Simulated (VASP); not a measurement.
Set up this calculation in VASP 6.6.1, as the native input.

| Item | Value |
| --- | --- |
| Task | relaxation of cell and atoms |
| Functional | PBEsol |
| Potentials or basis | VASP PAW PBE potentials, release 64 (Fe, Si) |
| Cutoff | 600 eV |
| k mesh | 16 × 16 × 8 |
| Occupations | gaussian, width 0.1 eV |
| Spin | no spin polarisation |
| Further INCAR settings | ALGO = Fast; EDIFF = 1e-07; IBRION = 2; EDIFFG = -0.004; NSW = 80; ISIF = 3 |

The structure of FeSi2 lies in POSCAR:

```
FeSi2
1.0
    2.6840000000      0.0000000000      0.0000000000
    0.0000000000      2.6840000000      0.0000000000
    0.0000000000      0.0000000000      5.1280000000
Fe Si
1 2
Direct
    0.0000000000      0.0000000000      0.0000000000
    0.5000000000      0.5000000000      0.2700000000
    0.5000000000      0.5000000000      0.7300000000
```

These files were run (other wordings do the same):

INCAR

```
SYSTEM = FeSi2
ALGO     = Fast           ! electronic algorithm
EDIFF    = 1E-7           ! SCF threshold, eV
EDIFFG   = -0.004         ! ionic threshold
ENCUT    = 600            ! plane-wave cutoff, eV
GGA      = PS             ! functional
IBRION   = 2              ! ionic algorithm
ISIF     = 3              ! what is computed and relaxed
ISMEAR   = 0              ! smearing method
LASPH    = .TRUE.         ! aspherical terms in the spheres
LCHARG   = .FALSE.        ! write CHGCAR
LREAL    = .FALSE.        ! projectors in reciprocal space
LWAVE    = .FALSE.        ! write WAVECAR
NELM     = 80             ! most SCF steps
NSW      = 80             ! ionic steps
PREC     = Accurate       ! precision mode
SIGMA    = 0.1            ! smearing width, eV
```

KPOINTS

```
k-points
0
G
  16 16 8
  0 0 0
```

Potentials or basis: VASP PAW PBE potentials, release 64 (Fe, Si).

The run is started by

```bash
$ cat potpaw_PBE.64/Fe/POTCAR potpaw_PBE.64/Si/POTCAR > POTCAR
$ mpirun -np 1 vasp_std > vasp.out
```

It gave:

The relaxed volume is 12.21 Å³/atom, the relaxed cell is a = 2.678 Å, b = 2.678 Å, c = 5.110 Å, α = 90.00°, β = 90.00°, γ = 90.00° and the space group after relaxing (to 0.05 Å) is P4/mmm (No. 123). The energy gained by relaxing is 1.4 meV/atom, the ionic steps are 6 and the pressure after relaxing is 0.0 GPa. The largest force after relaxing is 0.004 eV/Å and the band gap on the k mesh is none (metal or under the smearing width).

Caveat: the PAW data sets were made with another functional, which shifts forces and pressure a little.

Wall time 5.3 min on 1 thread of Intel(R) Xeon(R) Platinum 8488C (Sapphire Rapids), with other jobs on the host, peak memory 0.27 GiB.
